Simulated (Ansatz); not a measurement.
Pb:

```
Pb
1.0
     0.00000    2.47502    2.47502
     2.47502    0.00000    2.47502
     2.47502    2.47502    0.00000
Pb
1
Direct
  0.00000 0.00000 0.00000
```

Base run:

- Program: Ansatz 0.2.0
- Functional: LDA
- Potentials or basis: Ansatz PAW
- Cutoff: 420 eV (not typed: the program's choice for these potentials)
- k mesh: 9 × 9 × 9
- Occupations: fermi-dirac, width 0.05 eV
- Spin: no spin polarisation

Its results: band gap on the k mesh none (metal or under the smearing width); pressure -2.2 GPa.

The run is repeated on the same cell with these changes: functional from LDA to m-r2SCAN; cutoff from 420 eV (not typed: the program's choice for these potentials) to 500 eV (not typed: the program's choice for these potentials). What comes out?

Band gap on the k mesh none (metal or under the smearing width); pressure 1.1 GPa.

Caveats: spin-orbit coupling is left out, which moves the levels of the heavy elements; the PAW data sets come from PBE, with cores solved anew for the run's functional, which leaves a small shift of forces and pressure.
